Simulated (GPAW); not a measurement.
Input of a GPAW 26.7.0 run:

Contents of run.py:

```python
from ase.dft.bandgap import bandgap
from ase.io import read, write
from ase.units import GPa
from gpaw import GPAW, PW

atoms = read('BeTe.xyz')

calc = GPAW(mode=PW(800),
            xc='PBE',
            kpts={'size': (8, 8, 8), 'gamma': True},
            occupations={'name': 'methfessel-paxton', 'order': 0, 'width': 0.028999999999999998},
            nbands=11,
            convergence={'density': 1e-05, 'energy': 1e-05},
            maxiter=150,
            txt='gpaw.txt')
atoms.calc = calc
energy = atoms.get_potential_energy()
forces = atoms.get_forces()
stress = atoms.get_stress()
calc.write('gs.gpw')
write('result.traj', atoms)
print(f'Energy: {energy:.6f} eV')
print('Forces (eV/A):')
print(forces.round(4))
print('Stress (GPa):', (stress / GPa).round(3))
print('Fermi level:', round(calc.get_fermi_level(), 4), 'eV')
print(f'Gap: {bandgap(calc)[0]:.4f} eV, direct: {bandgap(calc, direct=True)[0]:.4f} eV')
```

The input BeTe.xyz:

```xyz
2
Lattice="0.0000000000 2.7700000000 2.7700000000 2.7700000000 0.0000000000 2.7700000000 2.7700000000 2.7700000000 0.0000000000" Properties=species:S:1:pos:R:3 pbc="T T T"
Te     4.1550000000      4.1550000000      4.1550000000
Be     0.0000000000      0.0000000000      0.0000000000
```

Potentials or basis: GPAW PAW data sets (gpaw-data 1.2.1), pw.

Command:

```sh
$ OMP_NUM_THREADS=1 python run.py
```

**Question.** What does it give for the band gap on the k mesh?

**Answer.** 1.86 eV, indirect (least direct gap 3.58 eV).

**Question.** Estimate the pressure.

**Answer.** 4.4 GPa.

Caveat: spin-orbit coupling is left out, which moves the levels of the heavy elements. A k mesh can miss the band edges.
